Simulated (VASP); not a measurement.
# VASP inputs for BP (strained zincblende)

INCAR

```
EDIFF = 1E-7
LASPH = .TRUE.
IBRION = -1
ISMEAR = -1
LELF = .TRUE.
NSW = 0
NBANDS = 11
GGA = PE
PREC = Accurate
SIGMA = 0.02
LCHARG = .TRUE.
ENCUT = 520
LREAL = .FALSE.
LWAVE = .FALSE.
NELM = 120
ISIF = 2
```

KPOINTS

```
KPOINTS created by Atomic Simulation Environment
0
Gamma
10 10 10
0 0 0
```

KPOINTS_OPT

```
special points
7
Reciprocal
0.0000000000 0.0000000000 0.0000000000 1
-0.5000000000 -0.5000000000 0.0000000000 1
-0.3750000000 -0.3750000000 0.2500000000 1
-0.3750000000 0.0000000000 0.3750000000 1
0.0000000000 0.0000000000 0.5000000000 1
-0.5000000000 -0.2500000000 0.2500000000 1
0.4036460000 0.4036460000 0.0000000000 1
```

POSCAR

```
B  P
 1.0000000000000000
     0.0000000000000000    2.3778753193000002    2.2234512308999999
     2.3778753193000002    0.0000000000000000    2.2234512308999999
     2.3778753193000002    2.3778753193000002    0.0000000000000000
 B   P
   1   1
Cartesian
  0.0000000000000000  0.0000000000000000  0.0000000000000000
  1.1889376596500001  1.1889376596500001  1.1117256154499999
```

VASP ran with the recommended PBE PAW datasets (8 valence electrons in the cell).

Problem. Predict the results.

Solution. gap between bands v and c 0.39 eV; least direct gap 2.67 eV; pressure -9.7 GPa.

Band v is the last that the valence electrons fill when counted band by band, and c is the next. Levels in eV from the top of v:

```
point    v−1      v     c   c+1
    Γ  -0.59   0.00  2.67  3.07
    X  -4.66  -4.66  0.60  0.77
    K  -6.16  -3.45  2.12  5.86
    L  -2.43  -1.68  2.68  3.99
    W  -5.60  -5.38  4.58  5.46
```
